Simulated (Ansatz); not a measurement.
**In3As: distorted cells**

Level of theory: DFT PBE, scalar-relativistic, plane waves, PAW in Ansatz.

Cutoff 420 eV; k points 10×10×10 on the computed 4-atom cell (Γ-centred); Gaussian smearing, width 0.10 eV; no spin polarisation.

Reference cell:

```
CELL_PARAMETERS angstrom
4.67168 0.00000 0.00000
0.00000 4.67168 0.00000
0.00000 0.00000 4.67168
ATOMIC_POSITIONS crystal
In 0.00000 0.50000 0.50000
In 0.50000 0.00000 0.50000
In 0.50000 0.50000 0.00000
As 0.00000 0.00000 0.00000
```

Each variant moves atoms of this cell by the vectors given, if any (Å), and then applies a symmetric strain (tensor components, Cartesian axes). The reference cell isn't relaxed at this level. Energies are per atom at zero smearing, counted from the lowest variant. Pressure is positive in compression.

1. strain (xx yy zz yz xz xy, %) 3.34 3.34 3.34 0.00 0.00 0.00
2. strain (xx yy zz yz xz xy, %) -3.45 -3.45 -3.45 0.00 0.00 0.00
3. strain (xx yy zz yz xz xy, %) -0.68 -0.68 -0.68 0.00 0.00 0.00

Task: Order the variants by energy, lowest first.

Result: 3 (0.0 meV/atom), 1 (21.5 meV/atom), 2 (43.9 meV/atom).

Task: Order them by pressure, highest first.

Result: 2 (6.13 GPa), 3 (1.23 GPa), 1 (-2.94 GPa).